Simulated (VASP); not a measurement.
Cu: relaxation of the atoms with PBE

Cu, a slab with vacuum:

```xyz
5
Lattice="2.5703 0.0000 0.0000 0.0000 2.5703 0.0000 0.0000 0.0000 22.2700" Properties=species:S:1:pos:R:3 pbc="T T T"
Cu    0.0000    0.0000    7.5000
Cu    1.2852    1.2852    9.3175
Cu    0.0000    0.0000   11.1350
Cu    1.2852    1.2852   12.9525
Cu    0.0000    0.0000   14.7700
```

The cell was built by a generator and needn't be a form met in nature.

```json
{"Program": "VASP 6.6.1", "Task": "relaxation of the atoms", "Functional": "PBE", "Potentials or basis": "VASP PAW PBE potentials, release 64 (Cu)", "Cutoff": "520 eV", "k mesh": "18 × 18 × 1", "Occupations": "methfessel-paxton, width 0.2 eV", "Spin": "no spin polarisation", "Further INCAR settings": "ALGO = Normal; EDIFF = 1e-06; IBRION = 2; EDIFFG = -0.02; NSW = 40"}
```

```json
{"Energy gained by relaxing": "2.7 meV/atom", "Ionic steps": "6", "Largest force after relaxing": "0.005 eV/Å", "Band gap on the k mesh": "none (metal or under the smearing width)"}
```

Forces in eV/Å, atoms in the order of the input:
```
Cu   0.000  0.000  0.003
Cu   0.000  0.000  0.005
Cu   0.000  0.000  0.000
Cu   0.000  0.000 -0.005
Cu   0.000  0.000 -0.003
```

The path:
```tsv
step	energy change (eV)	largest force (eV/Å)	pressure (GPa)
1	0.0000	0.2256	-1.42
2	-0.0074	0.1433	-1.39
3	-0.0114	0.0392	-1.12
4	-0.0117	0.0365	-1.08
5	-0.0125	0.0261	-1.04
6	-0.0133	0.0051	-0.83
```

Final structure:
```
CELL_PARAMETERS angstrom
2.57033 0.00000 0.00000
0.00000 2.57033 0.00000
0.00000 0.00000 22.27000
ATOMIC_POSITIONS crystal
Cu 0.00000 0.00000 0.33910
Cu 0.50000 0.50000 0.41802
Cu 0.00000 0.00000 0.50000
Cu 0.50000 0.50000 0.58198
Cu 0.00000 0.00000 0.66090
```

Levels at points of the mesh, in eV from the Fermi level:
```
           k point  band 26  band 27  band 28  band 29  band 30  band 31
(0.00, 0.00, 0.00)    -1.50    -1.49    -1.48    -1.48    -0.02     1.29
(0.50, 0.00, 0.00)    -0.56    -0.40    -0.27    -0.07    -0.06     3.06
(0.50, 0.50, 0.00)     2.18     2.18     3.79     3.79     6.05     6.05
```

Run time: 89 s on 8 MPI ranks on AMD EPYC 9R45 96-Core Processor (Zen 5), with other jobs on the host, peak memory 0.39 GiB a rank.
